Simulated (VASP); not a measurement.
# BaTe (Fm-3m) in VASP: notebook, part 2 of 2

VASP 6.6.1. Earlier steps stand in the parts before.

**4. Single point, PBE**

The input, INCAR:

```
ALGO = Fast ; EDIFF = 1E-7
ENCUT = 500 ; GGA = PE
ISIF = 2 ; ISMEAR = 0
LASPH = T ; LCHARG = F
LREAL = F ; LWAVE = F
NBANDS = 15 ; NELM = 100
PREC = Accurate ; SIGMA = 0.02
```

The input, KPOINTS:

```
k-points
0
Gamma
  4 4 4
```

The input, POSCAR:

```
BaTe
1.0
    0.0000000000      3.4100000000      3.4100000000
    3.4100000000      0.0000000000      3.4100000000
    3.4100000000      3.4100000000      0.0000000000
Ba Te
1 1
Direct
    0.0000000000      0.0000000000      0.0000000000
    0.5000000000      0.5000000000      0.5000000000
```

Potentials or basis: VASP PAW PBE potentials, release 64 (Ba_sv_GW, Te_GW).

Launch:

```sh
> cat potpaw_PBE.64/Ba_sv_GW/POTCAR potpaw_PBE.64/Te_GW/POTCAR > POTCAR
> mpirun -np 1 vasp_std > vasp.out
```

OUTCAR:

```text
EDIFF = 1E-7
   ENCUT = 500
   GGA = PE
   ISIF = 2
   ISMEAR = 0
   LASPH = T
   LREAL = F
   NELM = 100
   PREC = Accurate

 ion  position               nearest neighbor table
   1  0.000  0.000  0.000-
   2  0.500  0.500  0.500-

  LATTYP: Found a face centered cubic cell.
 ALAT       =     6.8200000000

  Lattice vectors:

 A1 = (   0.0000000000,   3.4100000000,   3.4100000000)
 A2 = (   3.4100000000,   0.0000000000,   3.4100000000)
 A3 = (   3.4100000000,   3.4100000000,   0.0000000000)

Analysis of symmetry for initial positions (statically):
=====================================================================
 Subroutine PRICEL returns:
 Original cell was already a primitive cell.

 Routine SETGRP: Setting up the symmetry group for a
 face centered cubic supercell.

 Subroutine GETGRP returns: Found 48 space group operations
 (whereof 48 operations were pure point group operations)
 out of a pool of 48 trial point group operations.

The static configuration has the point symmetry O_h .

Analysis of symmetry for dynamics (positions and initial velocities):
=====================================================================
 Subroutine PRICEL returns:
 Original cell was already a primitive cell.

 Routine SETGRP: Setting up the symmetry group for a
 face centered cubic supercell.

 Subroutine GETGRP returns: Found 48 space group operations
 (whereof 48 operations were pure point group operations)
 out of a pool of 48 trial point group operations.

The dynamic configuration has the point symmetry O_h .

 Subroutine INISYM returns: Found 48 space group operations
 (whereof 48 operations are pure point group operations),
 and found     1 'primitive' translations

----------------------------------------------------------------------------------------

                                     Primitive cell

  volume of cell :      79.3036
[... 100 lines left out ...]
   IVDW    =     0    specifies the selected vdW correction
   LEPSILON=     F    determine dielectric tensor
   LRPA    =     F    only Hartree local field effects (RPA)
 non-spin polarized calculation
 RMM-DIIS sequential band-by-band and
 Gauss-broadening in eV      SIGMA  =   0.02
  energy-cutoff  :      500.00
  volume of cell :       79.30
 maximum number of plane-waves:      2044
   NGX = 17   NGY = 17   NGZ = 17

 number of electron      15.9999998 magnetization

 Free energy of the ion-electron system (eV)
  ---------------------------------------------------
  ext. energy  EPLUGINS =         0.00000000
  ---------------------------------------------------
  free energy    TOTEN  =        -9.91472147 eV

  energy without entropy =       -9.91472147  energy(sigma->0) =       -9.91472147

 E-fermi :   4.1753     XC(G=0):  -8.7030

 val. band max:        4.0707256945   @ k =   0.0000   0.0000   0.0000
 cond. band min:       5.4828532771   @ k =   0.5000   0.5000   0.0000
 fundamental gap:      1.4121275826
 Fermi energy:         4.1752850221

 k-point     1 :       0.0000    0.0000    0.0000
  band No.  band energies     occupation
      1     -22.6440      2.00000
      2      -7.8215      2.00000
      3      -7.8215      2.00000
      4      -7.8215      2.00000
      5      -5.5797      2.00000
      6       4.0707      2.00000
      7       4.0707      2.00000
      8       4.0707      2.00000
      9       7.0192      0.00000
     10       7.0192      0.00000
     11       7.0192      0.00000
     12       7.3779      0.00000
     13       7.7241      0.00000
     14       7.7241      0.00000
[... 113 lines left out ...]
      2      -8.0502      2.00000
      3      -8.0252      2.00000
      4      -8.0252      2.00000
      5      -5.0567      2.00000
      6       2.7012      2.00000
      7       3.1521      2.00000
      8       3.1521      2.00000
      9       7.6061      0.00000
     10       7.6061      0.00000
     11       9.1938      0.00000
     12       9.5750      0.00000
     13      10.1864      0.00000
     14      11.9913      0.00000
     15      12.1878      0.00000

------------------------ aborting loop because EDIFF is reached ----------------------------------------

  FORCE on cell =-STRESS in cart. coord.  units (eV):
  Direction    XX          YY          ZZ          XY          YZ          ZX
  --------------------------------------------------------------------------------------
  -------------------------------------------------------------------------------------
  Total        1.9151308      1.9151308      1.9151308      0.0000000      0.0000000      0.0000000
  in kB       38.6915285     38.6915285     38.6915285      0.0000000      0.0000000      0.0000000
  external PRESSURE =      38.6915285 kB  Pullay stress =       0.0000000 kB

 VOLUME and BASIS-vectors are now :
 -----------------------------------------------------------------------------
  energy-cutoff  :      500.00
  volume of cell :       79.30
      direct lattice vectors                 reciprocal lattice vectors
     0.000000000  3.410000000  3.410000000    -0.146627566  0.146627566  0.146627566
     3.410000000  0.000000000  3.410000000     0.146627566 -0.146627566  0.146627566
     3.410000000  3.410000000  0.000000000     0.146627566  0.146627566 -0.146627566

 POSITION                                       TOTAL-FORCE (eV/Angst)
 -----------------------------------------------------------------------------------
      0.00000      0.00000      0.00000         0.000000      0.000000     -0.000000
      3.41000      3.41000      3.41000        -0.000000      0.000000      0.000000
 -----------------------------------------------------------------------------------
    total drift:                                0.000000      0.000000      0.000000

  FREE ENERGIE OF THE ION-ELECTRON SYSTEM (eV)
  ---------------------------------------------------
  free  energy   TOTEN  =        -9.9147214734 eV

  energy  without entropy=       -9.9147214734  energy(sigma->0) =       -9.91472147
```

Wall time 17 s (1 thread of Intel Xeon Platinum 8488C (Sapphire Rapids), shared host); peak memory 0.2 GiB.

What came out:

```yaml
Free_energy: -9.9147 eV
Pressure: 3.9 GPa
Band_gap_on_the_k_mesh: 1.41 eV, indirect (least direct gap 1.76 eV)
```

Levels at points of the mesh, in eV from the valence-band top:
```
           k point  band 6  band 7  band 8  band 9  band 10  band 11
(0.00, 0.00, 0.00)    0.00    0.00    0.00    2.95     2.95     2.95
(0.50, 0.00, 0.00)   -2.39   -1.22   -1.22    4.22     5.03     5.14
(0.50, 0.50, 0.00)   -1.07   -0.34   -0.34    1.41     4.64     5.08
```

Caveat: spin-orbit coupling is left out, which moves the levels of the heavy elements. Expect the measured gap to be larger: semilocal functionals such as PBE lack the derivative discontinuity.

**5. The runs side by side**

```tsv
k mesh	cutoff (eV)	further INCAR settings	mesh quality	gap on the mesh (eV)	pressure (GPa)
3 × 3 × 3	500	ALGO = Normal; EDIFF = 1e-06	coarse	1.66	4.1
4 × 4 × 4	350	ALGO = Normal; EDIFF = 1e-06	not flagged	1.41	3.8
4 × 4 × 4	500	ALGO = Fast; EDIFF = 1e-07; NBANDS = 15	not flagged	1.41	3.9
```

Alike in all rows: task single point; level PBE; potentials or basis VASP PAW PBE potentials, release 64 (Ba_sv_GW, Te_GW); no spin polarisation; cell as given; smearing gaussian 0.02 eV.

Caveats: some runs use coarse meshes; spin-orbit coupling is left out, which moves the levels of the heavy elements; an odd mesh through Γ misses points on the zone boundary, where band edges often lie (some runs).

Total energies depend on the potentials used, so only differences within one code and one set of settings carry meaning.
